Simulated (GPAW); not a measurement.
Runs of GPAW 26.7.0 on Sb. Symmetry: P6_3/mmc, No. 194, hexagonal system. The conventional cell has a = 3.355 Å, b = 3.355 Å, c = 5.470 Å, α = 90.00°, β = 90.00°, γ = 120.00°. Sb (site symmetry -6m2) is surrounded by 12 Sb at 3.35 Å. This isn't the form of Sb at room conditions, which is rhombohedral.

```csv
level,potentials or basis,smearing,gap on the mesh (eV),pressure (GPa)
PBE,"GPAW PAW data sets (gpaw-data 1.2.1), pw",gaussian 0.1 eV,none,1.1
r2SCAN+D4,"GPAW PAW data sets (gpaw-data 1.2.1), pw",fermi-dirac 0.02 eV,none,(a)
LDA,"the program's PAW data sets (release 1.2.1) made for this functional, pw",gaussian 0.05 eV,none,-3.0
PBEsol+D3(BJ),"PAW data sets generated in the run's folder for this functional, pw",gaussian 0.01 eV,none,-5.1
PBE,"GPAW PAW data sets (gpaw-data 1.2.1), pw",gaussian 0.05 eV,none,1.1
```

Alike in all rows: task single point; no spin polarisation; cell as given; k mesh 9 × 9 × 5; cutoff (eV) 600.

Question: Fill in the values left out.

Answer: (a) -0.6.

Caveats: pairwise dispersion overbinds metals, which lowers pressure and volume (some runs); the PAW data sets were made with another functional, which shifts forces and pressure a little (some runs).

A k mesh can miss the band edges, and the runs leave out spin-orbit coupling on Sb.

A gap of «none» marks a metal or a gap under the smearing width.
